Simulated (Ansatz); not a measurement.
# LiF: distorted cells

Method: DFT PBE, scalar-relativistic, plane waves, PAW in Ansatz.

Settings: cutoff 420 eV, Γ-centred mesh 10×10×10 on the computed 2-atom cell, Gaussian smearing of 0.02 eV; no spin polarisation.

Reference cell:

```
Li F
1.0
     2.55953    0.00000    0.00000
     0.00000    2.55953    0.00000
     0.00000    0.00000    2.55953
Li F
1 1
Direct
  0.00000 0.00000 0.00000
  0.50000 0.50000 0.50000
```

Each variant moves atoms of this cell by the vectors given, if any (Å), and then applies a symmetric strain (tensor components, Cartesian axes). The reference cell isn't relaxed at this level. Energies are per atom at zero smearing, counted from the lowest variant. Pressure is positive in compression.

1. strain (xx yy zz yz xz xy, %) -0.98 -0.98 -9.98 0.00 0.00 0.00
2. strain (xx yy zz yz xz xy, %) -2.42 -2.42 -2.42 0.00 0.00 0.00
3. no strain; moves: Li1 (0.000, 0.000, 0.225)
4. strain (xx yy zz yz xz xy, %) -1.75 -1.75 -1.75 0.00 0.00 0.00
5. no strain; moves: Li1 (0.000, 0.090, 0.000)
6. no strain; moves: Li1 (-0.009, -0.058, -0.138)
7. strain (xx yy zz yz xz xy, %) 2.17 2.17 2.17 0.00 0.00 0.00

```tsv
result	ΔE (meV/atom)	P (GPa)	largest force (eV/Å)	gap on mesh (eV)
A	3.4	0.23	0.03	7.50
B	2.3	0.56	0.05	7.48
C	14.5	5.87	0.00	8.13
D	11.0	-3.76	0.00	7.01
E	9.6	4.07	0.00	7.95
F	0.0	1.17	0.07	7.46
G	85.7	12.14	0.00	7.90
```

Which variant gave which result?

A is 5, B is 6, C is 2, D is 7, E is 4, F is 3, G is 1.

This CsCl-type form isn't the usual stable structure of the compound.